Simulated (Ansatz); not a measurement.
## Point defect: H interstitial in TaAs

These are results of DFT PBEsol, scalar-relativistic, plane waves, PAW in Ansatz, not measurements. Run with 420 eV cutoff, 5×5×5 k-mesh, Gaussian smearing of 0.10 eV, no spin polarisation.

Host crystal, relaxed:

```yaml
crystal:
  lattice:
    - [-1.71435, 1.71435, 5.79113]
    - [1.71435, -1.71435, 5.79113]
    - [1.71435, 1.71435, -5.79113]
  atoms:
    - { symbol: Ta, position: [0.50031, 0.00031, 0.50000] }
    - { symbol: Ta, position: [0.75031, 0.75031, 0.00000] }
    - { symbol: As, position: [0.08229, 0.58229, 0.50000] }
    - { symbol: As, position: [0.33229, 0.33229, 0.00000] }
```

Supercell of 20 atoms, rows in host cell vectors: 2 1 3; -1 2 1; -1 -2 -2. Atoms relax at the host's cell, keeping the symmetry that the supercell leaves at the site. The cell is small, so energies carry finite-size errors of tenths of an eV. The host is a metal.

A cell with an odd number of electrons and no spin polarisation is a metal by construction and may be lower with spin. Spin-orbit coupling is left out, which matters for the bands and energies of heavy elements.

Defect: H interstitial at (0.393, 0.143, 0.214) of the host cell, charge 0.

**Question.** Give the relaxed supercell.

**Answer.**
```xyz
21
Lattice="3.4287 6.8574 0.0000 6.8574 -3.4287 0.0000 -5.1431 -1.7144 -5.7911" Properties=species:S:1:pos:R:3 pbc="T T T"
Ta    1.7113   -3.4722   -5.8010
Ta   -1.7246   -0.0354   -5.7893
Ta    1.7108   -0.0496   -5.7858
Ta   -1.7169    3.3915   -5.7857
Ta    1.7190    3.3775   -5.7897
Ta   -0.0040   -0.0450   -2.8919
Ta    3.4256   -0.0431   -2.8968
Ta   -0.0017    3.3874   -2.8920
Ta    3.4211    3.3863   -2.8930
Ta    3.4307   -3.4735   -2.8928
As   -3.4082   -1.7707   -4.8524
As   -0.0259   -1.7450   -4.8520
As    3.4448   -1.7438   -4.8518
As   -0.0029    1.6711   -4.8361
As    3.4062    1.6568   -4.8523
As    5.1396    1.6519   -1.9217
As    1.7116    5.0998   -1.9417
As    1.7119   -1.7391   -1.9222
As    5.1362   -1.7547   -1.9525
As    1.7153    1.6684   -1.9520
H     5.1403    3.3777   -3.8769
```
Around the defect: 1 Ta at 1.92 Å, 2 Ta at 1.98 Å. The run ended with a moment of 0.00 μB (no spin polarisation).